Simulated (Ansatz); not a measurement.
# Si: the cost of one run

Computed with Ansatz 0.2.0 (DFT PBEsol, scalar-relativistic, plane waves, PAW, unless a step's input says otherwise).

2 further runs of the same task are left out: 2 set aside as unsound or not needed.

## (1) The system as given

It takes space group Fd-3m (No. 227, cubic). The conventional cell has a = 5.433 Å, b = 5.433 Å, c = 5.433 Å, α = 90.00°, β = 90.00°, γ = 90.00°. Si (site symmetry -43m) is surrounded by 4 Si at 2.35 Å.

Structure file:

```xyz
2
Lattice="0.0000 2.7165 2.7165 2.7165 0.0000 2.7165 2.7165 2.7165 0.0000" Properties=species:S:1:pos:R:3 pbc="T T T"
Si    2.7165    2.7165    2.7165
Si    4.0748    4.0748    4.0748
```

It is the result of an earlier relaxation at this level (volume 20.05 Å³/atom; gap on the mesh: 0.46 eV).

Bulk energy on matching settings, from an earlier run: -621.4925 eV/atom.

## (2) Cutting the (210) slab

Miller indices refer to the conventional cell of the relaxed bulk, Fd-3m (No. 227): a = 5.433 Å, b = 5.433 Å, c = 5.433 Å, α = 90.00°, β = 90.00°, γ = 90.00°.

The slab is a (210) slab, 10.9 Å thick as cut, with 15 Å of vacuum; its outer planes are Si (top) and Si (bottom).

The slab as cut. Layers, bottom to top:

```tsv
plane	atoms per cell	height over the lowest (Å)
1	Si	0.00
2	Si	0.61
3	Si	1.21
4	Si	1.82
5	Si	2.43
6	Si	3.04
7	Si	3.64
8	Si	4.25
9	Si	4.86
10	Si	5.47
11	Si	6.07
12	Si	6.68
13	Si	7.29
14	Si	7.90
15	Si	8.50
16	Si	9.11
17	Si	9.72
18	Si	10.33
19	Si	10.93
```

## (3) The slab as cut, atoms at the bulk's places

The cell repeats along c, and a dipole correction in the vacuum removes the field between the copies.

The input, input.yaml:

```yaml
crystal:
  lattice:
    - [5.4330080418, 0.0, 0.0]
    - [-2.7165040209, 6.0742876518, 0.0]
    - [0.0, 0.0, 25.9337177733]
  atoms:
    - { symbol: Si, position: [0.2, 0.4, 0.2891987977] }
    - { symbol: Si, position: [0.3, 0.1, 0.3126211535] }
    - { symbol: Si, position: [0.9, 0.8, 0.3360435093] }
    - { symbol: Si, position: [0.0, 0.5, 0.3594658651] }
    - { symbol: Si, position: [0.6, 0.2, 0.3828882209] }
    - { symbol: Si, position: [0.7, 0.9, 0.4063105768] }
    - { symbol: Si, position: [0.3, 0.6, 0.4297329326] }
    - { symbol: Si, position: [0.4, 0.3, 0.4531552884] }
    - { symbol: Si, position: [0.0, 0.0, 0.4765776442] }
    - { symbol: Si, position: [0.1, 0.7, 0.5] }
    - { symbol: Si, position: [0.7, 0.4, 0.5234223558] }
    - { symbol: Si, position: [0.8, 0.1, 0.5468447116] }
    - { symbol: Si, position: [0.4, 0.8, 0.5702670674] }
    - { symbol: Si, position: [0.5, 0.5, 0.5936894232] }
    - { symbol: Si, position: [0.1, 0.2, 0.6171117791] }
    - { symbol: Si, position: [0.2, 0.9, 0.6405341349] }
    - { symbol: Si, position: [0.8, 0.6, 0.6639564907] }
    - { symbol: Si, position: [0.9, 0.3, 0.6873788465] }
    - { symbol: Si, position: [0.5, 0.0, 0.7108012023] }
basis:
  ecutwfc: 420
kpoints:
  mp_grid: { grid: [7, 6, 1] }
hamiltonian:
  xc: pbesol
scf:
  occupations: { method: gaussian, width: 0.05 }
output:
  forces: true
  stress: true
  eigenvalues: true
efield:
  axis: 3
  dipole_correction: true
  ramp_width: 0.04
```

Started as:

```
ansatz run input.yaml --threads 2 --pin off --max-ram 5120MiB --backend cpu --events-out ev --progress --plain --runs-dir out
```

**Question.** How long does this run take on 2 threads of Intel Xeon Platinum 8488C (Sapphire Rapids), shared host, and how much memory does it need?

About 42 s, with a peak of 1.5 GiB.
